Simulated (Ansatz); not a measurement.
AlN under changes of volume

One of the cells (10.417 Å³/atom); the others are scaled copies at fixed shape and fractional positions:

```
CELL_PARAMETERS angstrom
0.00000 2.18399 2.18399
2.18399 0.00000 2.18399
2.18399 2.18399 0.00000
ATOMIC_POSITIONS crystal
Al 0.00000 0.00000 0.00000
N 0.25000 0.25000 0.25000
```

Measurements of this composition are mostly on another form, of space group No. 186.

* Program: Ansatz 0.2.0
* Functional: B3LYP
* Potentials or basis: Ansatz PAW
* Cutoff: 420 eV (not typed: the program's choice for these potentials)
* k mesh: 5 × 5 × 5
* Occupations: fermi-dirac, width 0.05 eV
* Spin: no spin polarisation

```tsv
volume (Å³/atom)	energy over the lowest point (meV/atom)	pressure (GPa)	gap on the mesh (eV)
9.792	37.55	17.3	5.96
10.001	?	?	?
10.209	6.58	6.9	5.89
10.417	0.39	2.5	5.86
10.626	0.00	-1.6	5.82
10.834	4.55	-5.3	5.79
11.042	13.47	-8.6	5.62
```

Task: What does the run at 10.001 Å³/atom give?

Result: Energy over the lowest point 18.71 meV/atom; pressure 11.8 GPa; gap on the mesh 5.93 eV.

Worked out: A Birch-Murnaghan fit of order 3 (a polynomial in V^(-2/3)) to the other rows has its minimum at 10.54 Å³/atom with B0 = V·E''(V) = 202 GPa and B' = 4.1. It gives 18.61 meV/atom at 10.001 Å³/atom, against the run's 18.71, and -dE/dV = 11.8 GPa, against 11.8. A parabola through the other rows of the gap, of slope -0.85 eV per unit of ln V there, gives 5.94 eV, against the run's 5.93.

Energies are extrapolated to zero smearing.

Caveats: all runs use coarse meshes; odd divisions of the mesh miss points on the zone boundary, where band edges often lie, so the gap on the mesh can be too wide; the PAW data sets come from PBE, with cores solved anew for the run's functional, which leaves a small shift of forces and pressure; the thresholds are loose for stress.

A mesh can miss the band edges.
